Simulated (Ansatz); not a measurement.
The structure is an experimental refinement, used without relaxation.

An input for Rb: DFT, PBE, all-electron LAPW, scalar-relativistic (Ansatz 0.2.0).

```yaml
crystal:
  lattice:
    - [-2.806, 2.806, 2.806]
    - [2.806, -2.806, 2.806]
    - [2.806, 2.806, -2.806]
  atoms:
    - { symbol: Rb, position: [0.0, 0.0, 0.0] }
kpoints:
  mp_grid: { grid: [10, 10, 10] }
  band_path:
    path:
      - [0.0, 0.0, 0.0]
      - [0.5, -0.5, 0.5]
      - [0.0, 0.0, 0.5]
      - [0.0, 0.0, 0.0]
      - [0.25, 0.25, 0.25]
      - [0.5, -0.5, 0.5]
      - [0.25, 0.25, 0.25]
      - [0.0, 0.0, 0.5]
    npoints: 8
scf:
  occupations: { method: fermi_dirac, width: 0.05 }
hamiltonian:
  xc: pbe
  pseudopotentials: { kind: all_electron, lapw: { basis_error: 0.0005 } }
output:
  forces: true
  stress: true
  eigenvalues: true
  fatbands: true
  populations: true
  dos: { projected: true, de: 0.2, e_range: [-14, 8] }
```

Set-up and iterations as logged by Ansatz (the results part is left out, to be predicted):

```
Rb: projections on atomic orbitals take those of the free atom 1s2 2s2 2p6 3s2 3p6 3d10 4s2 4p6 5s1, of charge +0.00 (hamiltonian.pseudopotentials.projection_atoms)
LAPW: plane waves up to 3.864 Å⁻¹, error target 5.0e-4 eV per atom; small_component_spin mean_spin; Rb in spheres of 2.430 Å, 9 of its electrons in bands, Dirac shells []
Engine: ansatz 0.2.0
Pseudopotentials: kind: all_electron
Pseudopotential: Rb, LAPW, valence charge 9, Koelling and Harmon's equation, gaussian nucleus
Functional definition: PBE
  parameter kappa = 0.804
  parameter beta = 0.06672455060314922
  exchange = pbe_x(kappa = kappa, mu = beta*pi^2/3)
  correlation = pbe_c(beta = beta)
Crystal: 1 atoms, lattice volume = 88.374 Å³
Basis set: ecut = 56.88768784137885 eV, 79 PW (Γ), exchange–correlation at level 2
Bands: 9, of which v1, the nominal top of the filled ones, is band 5 counted from 1 (4 counted from 0)
Symmetry: 48 space group operations
Space group: Im-3m (ITA 229), of the structure as read, at distance tolerance 4.5e-5 Å
k-points: 47 of 1000
Non-local potential: Rb, projectors of the file, none
Initial density: superposition of atomic densities (chi_scale 0.1, normalization cell)
Initial wavefunctions: plane waves of lowest kinetic energy (no species holds an atomic orbital)
Functional: x = pbe(κ = 0.804, μ = 0.2195149727645171), c = pbe(β = 0.06672455060314922)
iter 1 solved again at ethr=2.83e-5 eV; its pass at ethr=1.00e-1 eV (dr2=2.54e-3 eV) is discarded
SCF iter   1: F=—  HF=-81122.612280 eV  |F-HF|=—  |Δ(HF+E_count)|=         —  Δρ=1.13e-3  dr2=2.55e-3  ethr=2.83e-5  ⟨swp⟩=4.2  Hψ=3571  notcnv=0
SCF iter   2: F=—  HF=-81122.612564 eV  |F-HF|=—  |Δ(HF+E_count)|=   2.84e-4  Δρ=8.11e-4  dr2=1.46e-3  ethr=2.83e-5  ⟨swp⟩=2.0  Hψ=1443  notcnv=0
SCF iter   3: F=—  HF=-81122.613486 eV  |F-HF|=—  |Δ(HF+E_count)|=   9.22e-4  Δρ=4.07e-4  dr2=4.50e-4  ethr=1.63e-5  ⟨swp⟩=2.0  Hψ=1443  notcnv=0
SCF iter   4: F=—  HF=-81122.613681 eV  |F-HF|=—  |Δ(HF+E_count)|=   1.95e-4  Δρ=2.07e-4  dr2=1.29e-4  ethr=5.00e-6  ⟨swp⟩=2.0  Hψ=1443  notcnv=0
iter 5 solved again at ethr=1.29e-7 eV; its pass at ethr=1.43e-6 eV (dr2=1.16e-5 eV) is discarded
SCF iter   5: F=—  HF=-81122.613755 eV  |F-HF|=—  |Δ(HF+E_count)|=   7.38e-5  Δρ=6.22e-5  dr2=1.16e-5  ethr=1.29e-7  ⟨swp⟩=2.0  Hψ=2296  notcnv=0
SCF iter   6: F=—  HF=-81122.613755 eV  |F-HF|=—  |Δ(HF+E_count)|=   9.75e-8  Δρ=2.05e-5  dr2=6.21e-7  ethr=1.29e-7  ⟨swp⟩=2.7  Hψ=1474  notcnv=0
SCF iter   7: F=-81122.613755 eV  HF=-81122.613755 eV  |F-HF|=1.87e-8  |Δ(HF+E_count)|=   2.99e-7  Δρ=3.18e-6  dr2=1.57e-8  ethr=6.90e-9  ⟨swp⟩=2.3  Hψ=1455  notcnv=0
```

Q: What pressure will this run report?

A: 0.10 GPa (positive in compression).

Q: Is there a band gap?

A: none: with an odd electron count and no spin polarisation the bands can't all be full, a metal in this set-up (spin order or a larger cell could open a gap).
